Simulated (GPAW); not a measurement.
Crystal: BaF2 (Frankdicksonite).

```
CELL_PARAMETERS angstrom
0.00000 3.10005 3.10005
3.10005 0.00000 3.10005
3.10005 3.10005 0.00000
ATOMIC_POSITIONS crystal
Ba 0.00000 0.00000 0.00000
F 0.75000 0.75000 0.75000
F 0.25000 0.25000 0.25000
```

Base run:

```yaml
Program: GPAW 26.7.0
Functional: RPBE
Potentials_or_basis: the program's PAW data sets (release 1.2.1) made for this functional
Cutoff: 800 eV
Basis: pw
k_mesh: 6 × 6 × 6
Occupations: fermi-dirac, width 0.05 eV
Spin: no spin polarisation
```

Its results: band gap on the k mesh 7.10 eV, indirect (least direct gap 7.17 eV); pressure 3.9 GPa.

Question: After a change of settings the same cell gave: band gap on the k mesh 7.09 eV, indirect (least direct gap 7.16 eV); pressure 3.2 GPa. Which change was it?
A. functional from RPBE to revPBE
B. functional from RPBE to PW91; potentials or basis from the program's PAW data sets (release 1.2.1) made for this functional to PAW data sets generated in the run's folder for this functional
C. functional from RPBE to LDA
D. functional from RPBE to TPSS; potentials or basis from the program's PAW data sets (release 1.2.1) made for this functional to GPAW PAW data sets (gpaw-data 1.2.1)

Answer: A.

Caveats: spin-orbit coupling is left out, which moves the levels of the heavy elements.

Runs at the PBE level aren't shown here.
